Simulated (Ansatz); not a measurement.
## Rb (hcp): energy against volume

All numbers below come from Ansatz 0.2.0, DFT, RPBE, plane waves (420 eV) with PAW, scalar-relativistic. The PAW files were generated under PBE, with cores re-solved for the functional.

The cell is scaled uniformly from the relaxed one, with fractional coordinates and shape fixed. Energies are extrapolated to zero smearing, pressures are those at the given smearing. Magnetic state: spin not included.

A Birch-Murnaghan fit gives V₀ = 100.99 Å³/atom, B₀ = 2.4 GPa, B₀′ = 3.7.

(1) What are the energy above the minimum and the pressure at 88.763 Å³/atom?

(2) What are the energy above the minimum and the pressure at 92.797 Å³/atom?

(3) What are the energy above the minimum and the pressure at 112.971 Å³/atom?

Answers

(1) 13.4 meV/atom and 0.39 GPa as computed.

(2) 5.6 meV/atom and 0.24 GPa as computed.

(3) 8.8 meV/atom and -0.20 GPa as computed.
